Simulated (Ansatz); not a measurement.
# RuS (CsCl type): one cell, many starting occupations (series 2), part 2 of 2

Task: map the metastable states of RuS (CsCl type) by varying the start. Cell and atoms stay fixed. This structure was made by substitution into a known type, so it needn't be the compound's stable form.

Ansatz 0.2.0; DFT PBE without U, plane waves, PAW. The steps go on from the part before.

**4. Random orbitals: single harmonics, first filling**

input.yaml

```yaml
crystal:
  lattice:
    - [3.03190283, 0.0, 0.0]
    - [0.0, 3.03190283, 0.0]
    - [0.0, 0.0, 3.03190283]
  atoms:
    - { symbol: Ru, position: [0.0, 0.0, 0.0], spin: 4.0 }
    - { symbol: S, position: [0.5, 0.5, 0.5] }
basis:
  ecutwfc: 420
  ecutrho_ratio: 4
kpoints:
  mp_grid: { grid: [6, 6, 6] }
hamiltonian:
  xc: pbe
  hubbard:
    sites:
      - { site: 0, l: d, u_eff: 0.0, starting_ns: [{ spin: up, occupation_matrix: s0up }, { spin: down, occupation_matrix: s0down }] }
    occupation_matrices:
      s0up:
        matrix:
          - [0.97, 0.0, 0.0, 0.0, 0.0]
          - [0.0, 0.97, 0.0, 0.0, 0.0]
          - [0.0, 0.0, 0.97, 0.0, 0.0]
          - [0.0, 0.0, 0.0, 0.97, 0.0]
          - [0.0, 0.0, 0.0, 0.0, 0.97]
      s0down:
        matrix:
          - [0.02, 0.0, 0.0, 0.0, 0.0]
          - [0.0, 0.02, 0.0, 0.0, 0.0]
          - [0.0, 0.0, 0.02, 0.0, 0.0]
          - [0.0, 0.0, 0.0, 0.02, 0.0]
          - [0.0, 0.0, 0.0, 0.0, 0.97]
    ns_hold: { iters: 5 }
scf:
  occupations: { method: gaussian, width: 0.05 }
  lower_state_search: "off"
  max_iter: 150
output:
  forces: true
  stress: true
  eigenvalues: true
  populations: true
  hubbard: { sites: [{ site: 0, l: d }] }
magnetization:
  spin_polarized: true
```

The typed matrices put 0.97 on the chosen orbitals and 0.02 on the others, and are held for 5 cycles.

The run is started by

```sh
ansatz run input.yaml --threads 2 --pin off --max-ram 3072MiB --backend cpu --events-out ev --progress --plain --runs-dir out
```

Log, cut to the lines that bear on the results:

```text
Warning: crystal.symmetry: narrowed to the stabiliser of the occupation matrices — unitary ops 48 → 16; lowered by the specified shell (site 0, l: d); largest admitted image defect 8.9e-16, smallest excluded 9.5e-1 — at a splitting's scale: the group the occupation matrices' own texture admits
Warning: RAYON_NUM_THREADS=2 ignored (pool sized by the plan → 2); use --threads N
Ru: projections on atomic orbitals take those of the free atom [Ar 3d10] 4s2 4p6 4d7 5s1, of charge +0.00 (hamiltonian.pseudopotentials.projection_atoms); the dataset's partial waves leave at most 8.1e-6 of an orbital's norm unspanned inside its sphere
S: projections on atomic orbitals take those of the free atom [Ne] 3s2 3p4, of charge +0.00 (hamiltonian.pseudopotentials.projection_atoms); the dataset's partial waves leave at most 1.6e-7 of an orbital's norm unspanned inside its sphere
[...]
Pseudopotentials: kind: paw
Pseudopotential: Ru, paw, valence charge 16, recommended cutoff 420 eV (normal), Ru.paw.azcp
Pseudopotential: S, paw, valence charge 6, recommended cutoff 420 eV (normal), S.paw.azcp
Functional definition: PBE
[...]
Crystal: 2 atoms, lattice volume = 27.871 Å³
[...]
WARN: the starting moments were not kept: the SCF closed with an absolute magnetisation of 2.6e-6 μB, where they sum to 4 μB in size (1 site). That is at most 0.1 of that sum. Measured as dr2_m measures the in/out step, that magnetisation stands 4.6e-12 eV from none, at or under the [...]
        0.000000      -6.893541       0.000000
        0.000000       0.000000      -6.893543
  P = ⅓ Tr σ = -6.8935 GPa (-68.935 kbar)
--- Band table (eV; the first three rows and the last of 80) ---
  k-point 0 ↑: bands = ["-55.3241", "-25.2649", "-25.2649", "-25.2649", "1.1687", "13.2670", "13.2670", "15.3995", "15.3995", "15.3995", "16.6908", "16.6908", "16.6908", "20.9635", "26.0812", "26.0812", "33.5182"]
[...]
Occupation matrices written to <dir>
--- Löwdin populations: 2 sites ---
  site symbol       q [e]    m [muB]
     0     Ru     15.8118     0.0000
     1      S      6.0013     0.0000
  spilling = 0.008497 (of n_electrons = 22.000000)
--- Occupation matrices: 1 shell (run DFT+U table (all-electron-ortho-atomic); ε = 2.00e-2, provisional) ---
  Ru0 d_4D: site group Oh (m-3m)
  Ru0 d_4D up     Tr n = 3.6379  λ = 0.725 0.725 0.725 0.732 0.732  [5× z2 0.20 (T2g 0.60) T2g(0.60)]
  Ru0 d_4D dn     Tr n = 3.6379  λ = 0.725 0.725 0.725 0.732 0.732  [5× z2 0.20 (T2g 0.60) T2g(0.60)]
  specified occupation → Ru0 d_4D up: matrix, ‖Δ‖_F = 0.5421, Tr Δ = +1.2121, displaced = 0.6060, d_λ = 0.5421; orbital distance = 0.0000
  specified occupation → Ru0 d_4D dn: matrix, ‖Δ‖_F = 1.4376, Tr Δ = -2.5879, displaced = 1.5390, d_λ = 1.4332; orbital distance = 0.8944
  Tr n, λ and their labels are of the run-group-symmetrised matrices; stabiliser: 96 of 96 elements of G0×{1,Θ} (closed), max defect 2.5e-6 at τ = 4.2e-3
```

It took 3.1 s on 2 threads of Intel Xeon Platinum 8488C (Sapphire Rapids), shared host; peak memory 0.4 GiB.

Result: no gap, pressure -6.9 GPa, no moment over 0.05 μB in any sphere, largest force component 0.00 eV/Å, 16 symmetry operations imposed. The program reports that the typed filling wasn't kept.

The shells' filling, with natural orbitals sorted by occupation:

```
         shell  channel  electrons  over 0.8  0.2 to 0.8  under 0.2
Ru 4d (atom 1)       up       3.64         0           5          0
Ru 4d (atom 1)     down       3.64         0           5          0
```

**5. Random orbitals: fully mixed, one electron more**

input.yaml: that of step 4 with these lines changed.

```diff
@@ -6,3 +6,3 @@
   atoms:
-    - { symbol: Ru, position: [0.0, 0.0, 0.0], spin: 4.0 }
+    - { symbol: Ru, position: [0.0, 0.0, 0.0], spin: 3.0 }
     - { symbol: S, position: [0.5, 0.5, 0.5] }
@@ -28,8 +28,8 @@
         matrix:
-          - [0.02, 0.0, 0.0, 0.0, 0.0]
-          - [0.0, 0.02, 0.0, 0.0, 0.0]
-          - [0.0, 0.0, 0.02, 0.0, 0.0]
-          - [0.0, 0.0, 0.0, 0.02, 0.0]
-          - [0.0, 0.0, 0.0, 0.0, 0.97]
-    ns_hold: { iters: 5 }
+          - [0.39022, 0.16164, 0.18436, 0.12872, -0.37143]
+          - [0.16164, 0.23393, 0.08415, -0.2798, -0.21441]
+          - [0.18436, 0.08415, 0.1119, 0.05551, -0.1863]
+          - [0.12872, -0.2798, 0.05551, 0.85227, -0.00671]
+          - [-0.37143, -0.21441, -0.1863, -0.00671, 0.41169]
+    ns_hold: { iters: 12 }
 scf:
```

The typed matrices put 0.97 on the chosen orbitals and 0.02 on the others, and are held for 12 cycles.

The run is started by

```sh
ansatz run input.yaml --threads 2 --pin off --max-ram 3072MiB --backend cpu --events-out ev --progress --plain --runs-dir out
```

Log, cut to the lines that bear on the results:

```text
Warning: crystal.symmetry: narrowed to the stabiliser of the occupation matrices — unitary ops 48 → 2; lowered by the specified shell (site 0, l: d); largest admitted image defect 4.4e-16, smallest excluded 2.6e-1 — at a splitting's scale: the group the occupation matrices' own texture admits
Warning: RAYON_NUM_THREADS=2 ignored (pool sized by the plan → 2); use --threads N
Ru: projections on atomic orbitals take those of the free atom [Ar 3d10] 4s2 4p6 4d7 5s1, of charge +0.00 (hamiltonian.pseudopotentials.projection_atoms); the dataset's partial waves leave at most 8.1e-6 of an orbital's norm unspanned inside its sphere
S: projections on atomic orbitals take those of the free atom [Ne] 3s2 3p4, of charge +0.00 (hamiltonian.pseudopotentials.projection_atoms); the dataset's partial waves leave at most 1.6e-7 of an orbital's norm unspanned inside its sphere
[...]
[... 4 set-up lines as earlier in the session ...]
[...]
Crystal: 2 atoms, lattice volume = 27.871 Å³
[...]
WARN: the starting moments were not kept: the SCF closed with an absolute magnetisation of 1.4e-6 μB, where they sum to 3 μB in size (1 site). That is at most 0.1 of that sum. Measured as dr2_m measures the in/out step, that magnetisation stands 9.4e-13 eV from none, at or under the [...]
       -0.000002      -6.893529       0.000006
        0.000003       0.000006      -6.893540
  P = ⅓ Tr σ = -6.8935 GPa (-68.935 kbar)
--- Band table (eV; the first three rows and the last of 224) ---
  k-point 0 ↑: bands = ["-55.3241", "-25.2649", "-25.2649", "-25.2649", "1.1687", "13.2670", "13.2670", "15.3995", "15.3995", "15.3995", "16.6908", "16.6908", "16.6908", "20.9635", "26.0812", "26.0812", "33.5182"]
[...]
Occupation matrices written to <dir>
--- Löwdin populations: 2 sites ---
  site symbol       q [e]    m [muB]
     0     Ru     15.8118     0.0000
     1      S      6.0013    -0.0000
  spilling = 0.008497 (of n_electrons = 22.000000)
--- Occupation matrices: 1 shell (run DFT+U table (all-electron-ortho-atomic); ε = 2.00e-2, provisional) ---
  Ru0 d_4D: site group Oh (m-3m)
  Ru0 d_4D up     Tr n = 3.6379  λ = 0.725 0.725 0.725 0.732 0.732  [5× z2 0.20 (T2g 0.60) T2g(0.60)]
  Ru0 d_4D dn     Tr n = 3.6379  λ = 0.725 0.725 0.725 0.732 0.732  [5× z2 0.20 (T2g 0.60) T2g(0.60)]
  specified occupation → Ru0 d_4D up: matrix, ‖Δ‖_F = 0.5421, Tr Δ = +1.2121, displaced = 0.6060, d_λ = 0.5421; orbital distance = 0.0000
  specified occupation → Ru0 d_4D dn: matrix, ‖Δ‖_F = 1.2703, Tr Δ = -1.6379, displaced = 1.3007, d_λ = 1.2667; orbital distance = 1.0954
  Tr n, λ and their labels are of the run-group-symmetrised matrices; stabiliser: 96 of 96 elements of G0×{1,Θ} (closed), max defect 1.1e-6 at τ = 4.2e-3
```

It took 9.5 s on 2 threads of Intel Xeon Platinum 8488C (Sapphire Rapids), shared host; peak memory 0.45 GiB.

Result: no gap, pressure -6.9 GPa, no moment over 0.05 μB in any sphere, largest force component 0.00 eV/Å, 2 symmetry operations imposed. The program reports that the typed filling wasn't kept.

How the shells are filled (orbitals counted by the eigenvalues of the occupation matrices):

| shell | channel | electrons | over 0.8 | 0.2 to 0.8 | under 0.2 |
| --- | --- | --- | --- | --- | --- |
| Ru 4d (atom 1) | up | 3.64 | 0 | 5 | 0 |
| Ru 4d (atom 1) | down | 3.64 | 0 | 5 | 0 |

**6. Random orbitals: drawn by pairs, second filling**

input.yaml: that of step 5 with these lines changed.

```diff
@@ -6,3 +6,3 @@
   atoms:
-    - { symbol: Ru, position: [0.0, 0.0, 0.0], spin: 3.0 }
+    - { symbol: Ru, position: [0.0, 0.0, 0.0], spin: 2.0 }
     - { symbol: S, position: [0.5, 0.5, 0.5] }
@@ -24,11 +24,11 @@
           - [0.0, 0.0, 0.97, 0.0, 0.0]
-          - [0.0, 0.0, 0.0, 0.97, 0.0]
-          - [0.0, 0.0, 0.0, 0.0, 0.97]
+          - [0.0, 0.0, 0.0, 0.25587, 0.41042]
+          - [0.0, 0.0, 0.0, 0.41042, 0.73413]
       s0down:
         matrix:
-          - [0.39022, 0.16164, 0.18436, 0.12872, -0.37143]
-          - [0.16164, 0.23393, 0.08415, -0.2798, -0.21441]
-          - [0.18436, 0.08415, 0.1119, 0.05551, -0.1863]
-          - [0.12872, -0.2798, 0.05551, 0.85227, -0.00671]
-          - [-0.37143, -0.21441, -0.1863, -0.00671, 0.41169]
+          - [0.495, 0.0, 0.0, 0.475, 0.0]
+          - [0.0, 0.25587, 0.41042, 0.0, 0.0]
+          - [0.0, 0.41042, 0.73413, 0.0, 0.0]
+          - [0.475, 0.0, 0.0, 0.495, 0.0]
+          - [0.0, 0.0, 0.0, 0.0, 0.02]
     ns_hold: { iters: 12 }
```

The typed matrices put 0.97 on the chosen orbitals and 0.02 on the others, and are held for 12 cycles.

The run is started by

```sh
ansatz run input.yaml --threads 2 --pin off --max-ram 3072MiB --backend cpu --events-out ev --progress --plain --runs-dir out
```

Log, cut to the lines that bear on the results:

```text
Warning: crystal.symmetry: narrowed to the stabiliser of the occupation matrices — unitary ops 48 → 4; lowered by the specified shell (site 0, l: d); largest admitted image defect 4.4e-16, smallest excluded 5.4e-1 — at a splitting's scale: the group the occupation matrices' own texture admits
Warning: RAYON_NUM_THREADS=2 ignored (pool sized by the plan → 2); use --threads N
Ru: projections on atomic orbitals take those of the free atom [Ar 3d10] 4s2 4p6 4d7 5s1, of charge +0.00 (hamiltonian.pseudopotentials.projection_atoms); the dataset's partial waves leave at most 8.1e-6 of an orbital's norm unspanned inside its sphere
S: projections on atomic orbitals take those of the free atom [Ne] 3s2 3p4, of charge +0.00 (hamiltonian.pseudopotentials.projection_atoms); the dataset's partial waves leave at most 1.6e-7 of an orbital's norm unspanned inside its sphere
[...]
[... 4 set-up lines as earlier in the session ...]
[...]
Crystal: 2 atoms, lattice volume = 27.871 Å³
Basis set: ecut = 420 eV, 515 PW (Γ), exchange–correlation on 48×48×48 points (8 copies of the dense FFT grid, shifted against one another)
[...]
WARN: the starting moments were not kept: the SCF closed with an absolute magnetisation of 1.4e-6 μB, where they sum to 2 μB in size (1 site). That is at most 0.1 of that sum. Measured as dr2_m measures the in/out step, that magnetisation stands 7.7e-13 eV from none, at or under the [...]
WARN: hamiltonian.hubbard: on 2 of 2 specified blocks the occupation matrix of this SCF's result fails the test of the specified filling. At site 0 ↑ (sites count from 0 in the list of atoms of the cell that this SCF solves) the least filled combination of the orbitals specified full has [...]
  atom   2  S      0.00000000     0.00000000     0.00000000
[...]
--- Stress (GPa, compression-positive) ---
       -6.893535       0.000001       0.000000
        0.000001      -6.893545       0.000000
        0.000000       0.000000      -6.893537
  P = ⅓ Tr σ = -6.8935 GPa (-68.935 kbar)
--- Band table (eV; the first three rows and the last of 160) ---
  k-point 0 ↑: bands = ["-55.3241", "-25.2649", "-25.2649", "-25.2649", "1.1687", "13.2670", "13.2670", "15.3995", "15.3995", "15.3995", "16.6908", "16.6908", "16.6908", "20.9635", "26.0812", "26.0812"]
[...]
Occupation matrices written to <dir>
--- Löwdin populations: 2 sites ---
  site symbol       q [e]    m [muB]
     0     Ru     15.8118     0.0000
     1      S      6.0013     0.0000
  spilling = 0.008497 (of n_electrons = 22.000000)
--- Occupation matrices: 1 shell (run DFT+U table (all-electron-ortho-atomic); ε = 2.00e-2, provisional) ---
  Ru0 d_4D: site group Oh (m-3m)
  Ru0 d_4D up     Tr n = 3.6379  λ = 0.725 0.725 0.725 0.732 0.732  [5× z2 0.20 (T2g 0.60) T2g(0.60)]
  Ru0 d_4D dn     Tr n = 3.6379  λ = 0.725 0.725 0.725 0.732 0.732  [5× z2 0.20 (T2g 0.60) T2g(0.60)]
  specified occupation → Ru0 d_4D up: matrix, ‖Δ‖_F = 0.8604, Tr Δ = +0.2621, displaced = 0.8410, d_λ = 0.8548; orbital distance = 0.8944
  specified occupation → Ru0 d_4D dn: matrix, ‖Δ‖_F = 1.2716, Tr Δ = -1.6379, displaced = 1.3025, d_λ = 1.2667; orbital distance = 1.0954
  Tr n, λ and their labels are of the run-group-symmetrised matrices; stabiliser: 96 of 96 elements of G0×{1,Θ} (closed), max defect 1.1e-6 at τ = 4.2e-3
```

Run time: 8.1 s. Hardware: 2 threads of Intel Xeon Platinum 8488C (Sapphire Rapids), shared host; peak memory 0.44 GiB.

End state: no gap, pressure -6.9 GPa, no moment over 0.05 μB in any sphere, largest force component 0.00 eV/Å, 4 symmetry operations imposed. The program reports that the typed filling wasn't kept.

How the shells are filled (orbitals counted by the eigenvalues of the occupation matrices):

| shell | channel | electrons | over 0.8 | 0.2 to 0.8 | under 0.2 |
| --- | --- | --- | --- | --- | --- |
| Ru 4d (atom 1) | up | 3.64 | 0 | 5 | 0 |
| Ru 4d (atom 1) | down | 3.64 | 0 | 5 | 0 |

**7. The states in order of energy**

This closing draws on all 2 parts.

Energies count from the lowest free state and have the smearing extrapolated to zero.

| start | energy (meV/atom) | gap (eV) | pressure (GPa) | largest moment (μB) | SCF cycles | time |
| --- | --- | --- | --- | --- | --- | --- |
| random orbitals: fully mixed, first filling | 0.0 | metal | -6.9 | 0.00 | 35 | 11 s |
| random orbitals: drawn by pairs, second filling | 0.0 | metal | -6.9 | 0.00 | 37 | 8.1 s |
| random orbitals: single harmonics, second filling | 0.0 | metal | -6.9 | 0.00 | 36 | 6.1 s |
| random orbitals: drawn by pairs, first filling (earlier series) | 0.0 | metal | -6.9 | 0.00 | 39 | 8.6 s |
| random orbitals: fully mixed, one electron more | 0.0 | metal | -6.9 | 0.00 | 33 | 9.5 s |
| random orbitals: single harmonics, first filling | 0.0 | metal | -6.9 | 0.00 | 28 | 3.1 s |

The 6 free runs end within about 1 meV/atom of each other. The lowest state found need not be the ground state, and the geometry wasn't relaxed for any of them.
